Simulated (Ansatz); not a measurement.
The system is Au.

```
Au
1.0
     0.00000    2.03500    2.03500
     2.03500    0.00000    2.03500
     2.03500    2.03500    0.00000
Au
1
Cartesian
  0.0000 0.0000 0.0000
```

```yaml
Program: Ansatz 0.2.0
Task: single point
Functional: PBEsol
Potentials_or_basis: Ansatz PAW
Cutoff: "420 eV (not typed: the program's choice for these potentials)"
k_mesh: 11 × 11 × 11
Occupations: fermi-dirac, width 0.05 eV
Spin: no spin polarisation
```

On this cell: pressure 1.7 GPa; band gap on the k mesh none (metal or under the smearing width).

The same run follows on a disturbed copy (cell strained at random at fixed volume):

```
Au
1.0
     0.05952    2.03278    2.02390
     2.06284    0.03015    2.05328
     2.07413    2.07344    0.01886
Au
1
Direct
  0.99810 0.99583 0.01853
```

Q: What changes?

A: The energy (extrapolated to zero smearing) moves by +5.9 meV/atom; pressure 1.9 GPa; band gap on the k mesh none (metal or under the smearing width).

Stress tensor (GPa, compression positive):
```
 2.00 -1.99 -1.45
-1.99  1.84  0.23
-1.45  0.23  1.81
```

Caveats: the PAW data sets come from PBE, with cores solved anew for the run's functional, which leaves a small shift of forces and pressure.
